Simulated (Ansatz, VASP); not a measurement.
## GaN: VASP beside Ansatz

Wanted: the spread between two codes on one cell, functional and k mesh. The structure shown comes from an earlier Ansatz run, which isn't shown and may have moved the atoms alone.

Method: plane waves, with VASP 6.6.1 beside it; elastic constants at LDA, in Ansatz 0.2.0.

**1. The starting structure**

Symmetry: P6_3mc, No. 186, hexagonal system. Conventional cell: a = 3.155 Å, b = 3.155 Å, c = 5.151 Å, α = 90.00°, β = 90.00°, γ = 120.00°. Nearest to Ga lie 4 N at 1.93 to 1.94 Å. Nearest to N lie 4 Ga at 1.93 to 1.94 Å. Farther neighbours and most contacts between anions are not listed.

**2. Ansatz: elastic constants, LDA**

Ansatz runs on its default PAW (the set named soft_2) files.

Elastic constants are differences of stresses under small strains, so they test the stress and the mesh.

input.yaml

```yaml
crystal:
  lattice:
    - [3.1551262325, 0.0, 0.0]
    - [-1.5775631162, 2.7324194695, 0.0]
    - [0.0, 0.0, 5.150654327]
  atoms:
    - { symbol: Ga, position: [0.3333333333, 0.6666666667, 0.0045628995] }
    - { symbol: Ga, position: [0.6666666667, 0.3333333333, 0.5045628995] }
    - { symbol: "N", position: [0.3333333333, 0.6666666667, 0.3804371005] }
    - { symbol: "N", position: [0.6666666667, 0.3333333333, 0.8804371005] }
kpoints:
  mp_grid: { grid: [9, 9, 6] }
hamiltonian:
  xc: lda
scf:
  occupations: { method: gaussian, width: 0.02 }
output:
  forces: true
  stress: true
  eigenvalues: true
basis:
  ecutwfc: 290.0
elastic:
  mode: relaxed_ion
  stencil: two_point
```

Started as:

```bash
ansatz run input.yaml --threads 4 --pin off --max-ram 8192MiB --backend cpu --events-out ev --progress --plain --runs-dir out
```

Numbers of over 12 decimals in the logs are rounded to 6 here.

Log:

```text
Warning: basis.ecutwfc = 290 eV is below the records' recommended 420 eV, and the density's cutoff is lower with it unless basis.ecutrho_ratio is high enough to keep the records' density cutoff: compare with a run at a higher cutoff
Engine: ansatz 0.2.0, aarch64-unknown-linux-gnu
Pseudopotentials: kind: paw
Pseudopotential: Ga, paw, valence charge 13, recommended cutoff 420 eV (normal), Ga.paw.azcp
Pseudopotential: N, paw, valence charge 5, recommended cutoff 420 eV (normal), N.paw.azcp
Functional definition: SPW92
  exchange = slater_x
  correlation = pw_c
Crystal: 4 atoms, lattice volume = 44.404 Å³
Basis set: ecut = 290 eV, 525 PW (Γ)
Bands: 22, of which v1, the nominal top of the filled ones, is band 18 counted from 1 (17 counted from 0)
Symmetry: 12 space group operations
Space group: P63mc (ITA 186), of the structure as read, at distance tolerance 3.5e-5 Å
k-points: 48 of 486 (time reversal used)
Non-local potential: Ga, projectors of the file, l = 0: 2, l = 1: 2, l = 2: 3, l = 3: 1
Non-local potential: N, projectors of the file, l = 0: 2, l = 1: 2, l = 2: 1
PAW form: soft (Blöchl's): semilocal exchange-correlation on the pseudo side does not see the compensation charge
PAW frozen core: Ga, regenerated for the run's functional, and the local potential with it (the file was generated under x = pbe(κ = 0.804, μ = 0.219515), c = pbe(β = 0.066725))
PAW frozen core: N, regenerated for the run's functional, and the local potential with it (the file was generated under x = pbe(κ = 0.804, μ = 0.219515), c = pbe(β = 0.066725))
PAW one-centre angular grid: Ga, 590 points (default); XC on 64 Gauss nodes
PAW one-centre angular grid: N, 110 points (default); XC on 64 Gauss nodes
Initial density: superposition of atomic densities (neutral atoms: chi_scale 0, normalization atom), corrected by the library's trained network
Initial wavefunctions: pseudopotential atomic-orbital guess
Functional: x = slater, c = lda
SCF iter   1: F=—  HF=-8163.165425 eV  |F-HF|=—  |Δ(HF+E_count)|=         —  Δρ=2.15e-2  dr2=1.60e-1  ethr=1.77e-3  ⟨swp⟩=5.0  Hψ=4071  notcnv=0
preconditioner: auto → Resta (q_TF=auto, 2.635 Å⁻¹)  ε∞=5.0  [insulator: Δε(μ)=1.930 eV  Ē_g=16.710 eV  σ=0.020 eV  W_gap=1.00  n_scr=22 (ndim 8)  ℏωp=33.4 eV  f_vac=0.010  D(μ)=0.00/eV (n_scr^D=0)  ε∞_Penn≈5.0]
SCF iter   2: F=—  HF=-8163.086809 eV  |F-HF|=—  |Δ(HF+E_count)|=   7.86e-2  Δρ=5.74e-3  dr2=8.09e-3  ethr=4.43e-4  ⟨swp⟩=2.0  Hψ=2478  notcnv=0
SCF iter   3: F=—  HF=-8163.086305 eV  |F-HF|=—  |Δ(HF+E_count)|=   5.05e-4  Δρ=2.81e-3  dr2=1.52e-3  ethr=2.25e-5  ⟨swp⟩=2.0  Hψ=1518  notcnv=0
SCF iter   4: F=—  HF=-8163.086011 eV  |F-HF|=—  |Δ(HF+E_count)|=   2.93e-4  Δρ=1.02e-3  dr2=4.27e-4  ethr=4.22e-6  ⟨swp⟩=2.1  Hψ=1960  notcnv=0
SCF iter   5: F=—  HF=-8163.085793 eV  |F-HF|=—  |Δ(HF+E_count)|=   2.18e-4  Δρ=1.58e-4  dr2=6.97e-6  ethr=1.19e-6  ⟨swp⟩=2.0  Hψ=1838  notcnv=0
SCF iter   6: F=—  HF=-8163.085798 eV  |F-HF|=—  |Δ(HF+E_count)|=   4.35e-6  Δρ=3.41e-5  dr2=2.20e-7  ethr=1.94e-8  ⟨swp⟩=2.0  Hψ=1920  notcnv=0
SCF iter   7: F=—  HF=-8163.085797 eV  |F-HF|=—  |Δ(HF+E_count)|=   3.29e-7  Δρ=3.28e-6  dr2=2.82e-9  ethr=6.11e-10  ⟨swp⟩=2.0  Hψ=1814  notcnv=0
SCF iter   8: F=—  HF=-8163.085797 eV  |F-HF|=—  |Δ(HF+E_count)|=   1.78e-9  Δρ=6.36e-7  dr2=1.54e-10  ethr=7.82e-12  ⟨swp⟩=2.6  Hψ=1925  notcnv=0
SCF iter   9: F=—  HF=-8163.085797 eV  |F-HF|=—  |Δ(HF+E_count)|=  2.27e-11  Δρ=9.56e-8  dr2=4.00e-12  ethr=4.29e-13 (applied; sched 1.00e-12)  ⟨swp⟩=2.0  Hψ=1343  notcnv=0
SCF iter  10: F=-8163.085797 eV  HF=-8163.085797 eV  |F-HF|=3.64e-12  |Δ(HF+E_count)|=  9.09e-13  Δρ=9.60e-9  dr2=2.74e-14  ethr=1.00e-12  ⟨swp⟩=3.0  Hψ=4230  notcnv=0
SCF 1 converged in 10 iterations: F = -8163.085797 eV  dr2 = 2.74e-14
  greatest PAW one-centre occupation: 0.994 electrons in one spin orbital (limit 2), on the Ga atom at site 0 (counted from 0), in its partial waves of l = 2
relax step   1: F+E_penalty+E_count = -8163.08579734 eV  Δ(F+E_penalty+E_count) = +0.000e0 eV  max|allowed force component| = 7.892e-4 eV/Å  Δτ_max = 0.0000 Å  (10 SCF iters, accepted)
[...]
relax step   4: F+E_penalty+E_count = -8163.08559861 eV  Δ(F+E_penalty+E_count) = -3.902e-8 eV  max|allowed force component| = 5.432e-4 eV/Å  Δτ_max = 0.0000 Å  (8 SCF iters, accepted)
[...]
relax step   5: F+E_penalty+E_count = -8163.08559863 eV  Δ(F+E_penalty+E_count) = -1.737e-8 eV  max|allowed force component| = 6.898e-5 eV/Å  Δτ_max = 0.0000 Å  (7 SCF iters, accepted)
[...]
relax step   6: F+E_penalty+E_count = -8163.08559863 eV  Δ(F+E_penalty+E_count) = -3.492e-10 eV  max|allowed force component| = 1.146e-6 eV/Å  Δτ_max = 0.0000 Å  (5 SCF iters, accepted)
iter 1 solved again at ethr=1.00e-12 eV; its pass at ethr=3.10e-3 eV (dr2=2.67e-13 eV) is discarded
SCF iter   1: F=—  HF=-8163.085599 eV  |F-HF|=—  |Δ(HF+E_count)|=         —  Δρ=4.36e-9  dr2=1.47e-14  ethr=1.00e-12  ⟨swp⟩=2.0  Hψ=15222  notcnv=0
SCF iter   2: F=-8163.085599 eV  HF=-8163.085599 eV  |F-HF|=9.09e-13  |Δ(HF+E_count)|=  8.19e-12  Δρ=2.49e-9  dr2=4.91e-15  ethr=1.00e-12  ⟨swp⟩=4.0  Hψ=9547  notcnv=0
SCF 32 converged in 2 iterations: F = -8163.085599 eV  dr2 = 4.91e-15
SCF converged after 5 iterations
Free energy (F): -8163.085797 eV
Harris-Foulkes:  -8163.085797 eV  (|F-HF|=1.82e-12)
Internal energy: -8163.085797 eV  (E = F + TS)
E sigma→0 (E₀):  -8163.085797 eV
Fermi energy:    10.753561 eV
--- Per-component energies (eV) ---
  E_band       = -16.233998
  E_kinetic    = 498.525436
  E_local      = -3869.272144  (includes V_loc(G=0)·N_el)
  E_nonlocal   = 961.139300
  E_hartree    = 1781.481329
  E_xc         = -257.153028
  E_vxc        = -270.332279  (∫ρ·V_xc dr)
  E_paw        = -4077.602987  (= ΣΔE_a)
  E_vpaw       = -899.252178  (= ΣTr[D̂ρ^β])
  E_aug_tail   = -0.004782  (compensation charges beyond the density's cutoff)
  E_ewald      = -3203.815969
  E_core_change = 3.617048  (= ΣΔE_core)
  E_smearing   = -0.000000  (= −TS)
  E_closure    = -0.000000  (closes the sum)
  Σ components = -8163.085797   (vs F -8163.085797, Δ=0.00e0)
--- Forces (eV/Å), atoms counted from 1 ---
  atom   1  Ga     0.00000000    -0.00000000     0.00000085
  atom   2  Ga     0.00000000     0.00000000     0.00000085
  atom   3  N     -0.00000000    -0.00000000     0.00000108
  atom   4  N      0.00000000     0.00000000     0.00000108
  max |Σ_I F_I| component: 3.86e-6 eV/Å
--- Stress (GPa, compression-positive) ---
       -0.023828       0.000000       0.000000
       -0.000000      -0.023828       0.000000
       -0.000000      -0.000000       0.004704
  P = ⅓ Tr σ = -0.0143 GPa (-0.143 kbar)
--- Band table (eV; the first three rows and the last of 48) ---
  k-point 0: bands = [... 14 lower, 8.6639, 9.6492, 9.7135, 9.7135, 11.7935, 14.0927, 18.9509, 19.6582]
  k-point 1: bands = [... 14 lower, 8.7264, 8.8712, 9.6586, 9.6586, 12.4590, 14.1474, 18.7870, 19.6936]
  k-point 2: bands = [... 14 lower, 8.9331, 8.9331, 9.4629, 9.4629, 13.4482, 14.2397, 18.3880, 18.7544]
  k-point 47: bands = [... 14 lower, 5.3695, 5.3695, 8.1809, 8.1809, 16.1966, 16.1966, 17.0304, 17.0304]
--- Elastic constants: 3 strain directions × 2 members + reference (group order 12) ---
  dense FFT box of the reference and of every strained cell: 18×18×30
  strains applied: 11, 33, 23; error gains: componentwise 1.00 (the most a stress slope's error grows in a printed constant), spectral 1.41 (1 for all six strains in a standard setting)
  reference relaxed by the batch: 3 steps; max|allowed force component| 7.89e-4 eV/Å at the deck's positions, 1.23e-7 at the last accepted step, 1.13e-7 by the solve of record
  largest displacement 2.9e-5 Å; the constants are those of the deck's cell at these positions:
  atoms:
    - { symbol: Ga, position: [0.333333, 0.666667, 0.00455736] }
    - { symbol: Ga, position: [0.666667, 0.333333, 0.504557] }
    - { symbol: N, position: [0.333333, 0.666667, 0.380443] }
    - { symbol: N, position: [0.666667, 0.333333, 0.880443] }
  C = ∂σ_k/∂η_j (tension-positive GPa; Voigt order 11 22 33 23 13 12):
       389.798    145.528    115.165     -0.000      0.000      0.000
       145.528    389.798    115.165     -0.000      0.000     -0.000
       110.797    110.797    429.283     -0.000      0.000     -0.000
        -0.000      0.000     -0.000     94.239     -0.000      0.000
        -0.000      0.000      0.000     -0.000     94.239     -0.000
        -0.000      0.000      0.000     -0.000      0.000    122.135
  reference stress σ⁰ (GPa):      0.024      0.024     -0.005      0.000      0.000     -0.000
  C* (energy form; C + prestress term) asymmetry max|C*_kj − C*_jk| = 4.396e0 GPa — a small one proves nothing (zero by symmetry where the batch's group is 432, −43m or m−3m); a large one is finite-difference/SCF noise where every solve meets its electron count
  moduli (Voigt/Reuss/Hill, GPa): K = 216.87/216.86/216.87   G = 117.95/113.72/115.83   E = 294.98   ν = 0.273
  mechanically stable: yes (min eigenvalue of sym C = 94.24 GPa)
  strain η (Voigt 11):  stress-route row diagonal C_11 = 389.80 GPa, energy-path curvature d²(F+E_count+ΔE)/dδ²/Ω₀ = 429.45 GPa
         δ    σ_11 (GPa)             F (eV)   n_scf  n_hpsi   n_pw
    -2.000e-3      -0.7730       -8163.0856945       2   18485    525   relax 4 steps, max|allowed force component| 2.85e-5 eV/Å
     2.000e-3       0.7861       -8163.0837055       2   18703    525   relax 3 steps, max|allowed force component| 3.88e-7 eV/Å
  strain η (Voigt 33):  stress-route row diagonal C_33 = 429.28 GPa, energy-path curvature d²(F+E_count+ΔE)/dδ²/Ω₀ = 389.66 GPa
         δ    σ_33 (GPa)             F (eV)   n_scf  n_hpsi   n_pw
    -2.000e-3      -0.8551       -8163.0856110       2    8898    525   relax 3 steps, max|allowed force component| 1.28e-6 eV/Å
     2.000e-3       0.8621       -8163.0832210       2    8940    525   relax 3 steps, max|allowed force component| 2.12e-6 eV/Å
  strain η (Voigt 23):  stress-route row diagonal C_44 = 94.24 GPa, energy-path curvature d²(F+E_count+ΔE)/dδ²/Ω₀ = 130.80 GPa
         δ    σ_23 (GPa)             F (eV)   n_scf  n_hpsi   n_pw
    -2.000e-3      -0.1885       -8163.0855986       2   26201    525   relax 3 steps, max|allowed force component| 3.15e-5 eV/Å
     2.000e-3       0.1885       -8163.0855986       2   25853    525   relax 6 steps, max|allowed force component| 1.15e-6 eV/Å
```

Reading the cycles: dr2 is the Hartree energy of the density residual (eV), the measure of convergence; HF is the Harris–Foulkes estimate of the energy, which meets the free energy F at convergence.

(Part 1 of 2 ends here.)

[Lines on the potential files, build, host, timing and source positions are cut from VASP's logs without a mark.]

[Logs are printed without paths, hosts, clocks, repeated set-up lines and the standing remarks that a program may print on its own settings, such as how far it seeks lower states.]

[Hosts, paths, dates, database ids (printed as entryN), source tags and the programs' standing remarks are cut or masked in the printed files.]
